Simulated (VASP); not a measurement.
CdSe (strained zincblende), PBE single-point calculation: Ansatz's output and VASP's

```
Cd Se
1.0
     0.11643    3.09218    3.09218
     3.09218    0.11643    3.09218
     3.09218    3.09218    0.11643
Cd Se
1 1
Direct
  0.00416 0.00416 0.00416
  0.24584 0.24584 0.24584
```

Ansatz printed

```
SCF 1 converged in 6 iterations: F = -13724.744469 eV  dr2 = 2.04e-9
  greatest PAW one-centre occupation: 1.000 electrons in one spin orbital (limit 2), on the Cd atom at site 0 (counted from 0), in its partial waves of l = 0
NSCF: frozen V_eff on 6 k-points
SCF converged after 6 iterations
Free energy (F): -13724.744469 eV
Harris-Foulkes:  -13724.744469 eV  (|F-HF|=6.43e-9)
Internal energy: -13724.744469 eV  (E = F + TS)
E sigma→0 (E₀):  -13724.744469 eV
Entropy (-TS):   -0.000000 eV (-0.000 meV/atom)
Fermi energy:    7.944201 eV
--- Per-component energies (eV) ---
  E_band       = -886.347551
  E_kinetic    = 624.169284
  E_local      = -6350.586934  (includes V_loc(G=0)·N_el)
  E_nonlocal   = -562.376683
  E_hartree    = 3021.838497
  E_xc         = -281.272577
  E_vxc        = -320.240804  (∫ρ·V_xc dr)
  E_paw        = -5994.553332  (= ΣΔE_a)
  E_vpaw       = -320.989913  (= ΣTr[D̂ρ^β])
  E_aug_tail   = -0.000556  (compensation charges beyond the density's cutoff)
  E_ewald      = -4181.962169
  E_smearing   = -0.000000  (= −TS)
  E_closure    = 0.000000  (closes the sum)
  Σ components = -13724.744469   (vs F -13724.744469, Δ=0.00e0)
--- Forces (eV/Å), atoms counted from 1 ---
  atom   1  Cd    -0.00284245    -0.00284245    -0.00284245
  atom   2  Se     0.00285062     0.00285062     0.00285062
  max |Σ_I F_I| component: 8.16e-6 eV/Å
--- Stress (GPa, compression-positive) ---
        3.180331      -0.814372      -0.814372
       -0.814372       3.180331      -0.814372
       -0.814372      -0.814372       3.180331
  P = ⅓ Tr σ = 3.1803 GPa (31.803 kbar)
--- Band table (eV; the first three rows and the last of 65) ---
  k-point 0: bands = ["-94.0496", "-55.1201", "-55.1201", "-55.1176", "-39.0754", "-39.0687", "-39.0687", "-39.0535", "-39.0535", "-5.0315", "-0.3777", "-0.3439", "-0.3439", "0.0220", "0.0220", "7.3848", "7.6897", "7.6897", "8.1846", "13.1984", "13.7715", "13.7715"]
  k-point 1: bands = ["-94.0496", "-55.1201", "-55.1201", "-55.1176", "-39.0754", "-39.0687", "-39.0687", "-39.0535", "-39.0535", "-4.9744", "-0.3598", "-0.3274", "-0.2950", "0.0195", "0.0224", "6.4301", "7.3061", "7.5640", "9.1659", "13.3815", "13.5549", "13.9396"]
  k-point 2: bands = ["-94.0496", "-55.1202", "-55.1201", "-55.1176", "-39.0754", "-39.0687", "-39.0687", "-39.0535", "-39.0534", "-4.8351", "-0.3165", "-0.2931", "-0.1315", "0.0194", "0.0302", "4.9820", "7.0121", "7.2863", "9.8222", "13.5302", "13.9993", "14.1317"]
  k-point 64: bands = ["-94.0496", "-55.1201", "-55.1201", "-55.1179", "-39.0755", "-39.0687", "-39.0687", "-39.0535", "-39.0535", "-4.6771", "-0.2517", "-0.2517", "0.0393", "0.0393", "0.2523", "3.0140", "6.9904", "6.9904", "10.3737", "14.3671", "14.3671", "14.8143"]
```

Datasets and cutoffs are each program's own. VASP's cell holds 18 valence electrons and Ansatz's 36. Ansatz's stress includes a Pulay correction; VASP's doesn't.

Q: What does VASP give for the same cell and level of theory?

A: gap between bands v and c 0.49 eV; least direct gap 0.49 eV; pressure 3.5 GPa.

From OUTCAR

```
k-points           NKPTS =     65   k-points in BZ     NKDIM =     65   number of bands    NBANDS=     16

   NELECT =      18.0000    total number of electrons

   dimension x,y,z NGX =    36 NGY =   36 NGZ =   36
   dimension x,y,z NGXF=    72 NGYF=   72 NGZF=   72

  energy-cutoff  :      520.00
  volume of cell :       55.79
      direct lattice vectors                 reciprocal lattice vectors
     0.116431295  3.092178832  3.092178832    -0.171129915  0.164920099  0.164920099
     3.092178832  0.116431295  3.092178832     0.164920099 -0.171129915  0.164920099
     3.092178832  3.092178832  0.116431295     0.164920099  0.164920099 -0.171129915

 k-points in reciprocal lattice and weights: KPOINTS created by Atomic Simulation Env
   0.00000000  0.00000000  0.00000000       0.002
   0.12500000 -0.00000000 -0.00000000       0.012
   0.25000000 -0.00000000 -0.00000000       0.012
   0.37500000  0.00000000  0.00000000       0.012
   0.50000000 -0.00000000 -0.00000000       0.006
   0.12500000  0.12500000  0.00000000       0.012
   0.25000000  0.12500000  0.00000000       0.023
   0.37500000  0.12500000  0.00000000       0.023
   ...

 E-fermi :   1.3564

 k-point     1 :       0.0000    0.0000    0.0000
  band No.  band energies     occupation
      1     -11.6219      2.00000
      2      -6.9734      2.00000
      3      -6.9401      2.00000
      4      -6.9401      2.00000
      5      -6.5745      2.00000
      6      -6.5745      2.00000
      7       0.7943      2.00000
      8       1.1024      1.99999
      9       1.1024      1.99999
     10       1.5962      0.00001
     11       6.6026      0.00000
     12       7.1734      0.00000
     13       7.1734      0.00000
     14      10.8402      0.00000
     15      12.1242      0.00000
     16      12.1242      0.00000

 k-point     2 :       0.1250   -0.0000   -0.0000
  band No.  band energies     occupation
      1     -11.5650      2.00000
      2      -6.9555      2.00000
      3      -6.9236      2.00000
      4      -6.8912      2.00000
      5      -6.5770      2.00000
      6      -6.5741      2.00000
      7      -0.1622      2.00000
      8       0.7159      2.00000
      9       0.9759      2.00000
     10       2.5798      0.00000
     11       6.7901      0.00000
     12       6.9610      0.00000
     13       7.3422      0.00000
     14      11.1545      0.00000
     15      11.4303      0.00000
     16      11.5890      0.00000

 k-point     3 :       0.2500   -0.0000   -0.0000
  band No.  band energies     occupation
      1     -11.4261      2.00000
      2      -6.9123      2.00000
      3      -6.8892      2.00000
      4      -6.7276      2.00000
      5      -6.5770      2.00000
      6      -6.5663      2.00000
      7      -1.6131      2.00000
      8       0.4214      2.00000
      9       0.6971      2.00000
     10       3.2325      0.00000
     11       6.9493      0.00000
     12       7.4087      0.00000
     13       7.5336      0.00000
     14      10.7708      0.00000
     15      11.1083      0.00000
     16      11.3493      0.00000

 k-point     4 :       0.3750    0.0000    0.0000
  band No.  band energies     occupation
      1     -11.2857      2.00000
      2      -6.8765      2.00000
      3      -6.8645      2.00000
      4      -6.5714      2.00000
      5      -6.5467      2.00000
      6      -6.4397      2.00000
      7      -2.8322      2.00000
      8       0.1637      2.00000
      9       0.4459      2.00000
     10       3.3115      0.00000
     11       7.3507      0.00000
     12       7.4503      0.00000
     13       8.0136      0.00000
     14      10.7781      0.00000
     15      11.5970      0.00000
     16      12.4262      0.00000

 k-point     5 :       0.5000   -0.0000   -0.0000
  band No.  band energies     occupation
      1     -11.2274      2.00000
      2      -6.8649      2.00000
      3      -6.8575      2.00000
      4      -6.5621      2.00000
      5      -6.5346      2.00000
      6      -6.2524      2.00000
      7      -3.3627      2.00000
      8       0.0640      2.00000
      9       0.3480      2.00000
     10       3.2778      0.00000
     11       7.3479      0.00000
     12       7.3680      0.00000
     13       8.4699      0.00000
     14      11.0812      0.00000
     15      12.4476      0.00000
     16      13.7677      0.00000

 k-point     6 :       0.1250    0.1250    0.0000
  band No.  band energies     occupation
      1     -11.5484      2.00000
      2      -6.9402      2.00000
      3      -6.9077      2.00000
      4      -6.8965      2.00000
      5      -6.5861      2.00000
      6      -6.5657      2.00000
      7      -0.2768      2.00000
      8       0.5721      2.00000
      9       0.7785      2.00000
     10       2.9523      0.00000
     11       6.2585      0.00000
     12       7.3351      0.00000
     13       7.6387      0.00000
     14      10.2140      0.00000
     15      12.0596      0.00000
     16      12.2562      0.00000

 ...

  Total        1.2216576      1.2216576      1.2216576     -0.2843702     -0.2843702     -0.2843702
  in kB       35.0810833     35.0810833     35.0810833     -8.1659656     -8.1659656     -8.1659656
  external PRESSURE =      35.0810833 kB  Pullay stress =       0.0000000 kB

 POSITION                                       TOTAL-FORCE (eV/Angst)
 -----------------------------------------------------------------------------------
      0.02618      0.02618      0.02618        -0.000147     -0.000147     -0.000147
      1.54902      1.54902      1.54902         0.000147      0.000147      0.000147
 -----------------------------------------------------------------------------------
    total drift:                                0.000028      0.000028      0.000028

  FREE ENERGIE OF THE ION-ELECTRON SYSTEM (eV)
  ---------------------------------------------------
  free  energy   TOTEN  =        -5.4410602499 eV

  energy  without entropy=       -5.4410602370  energy(sigma->0) =       -5.44106024
```
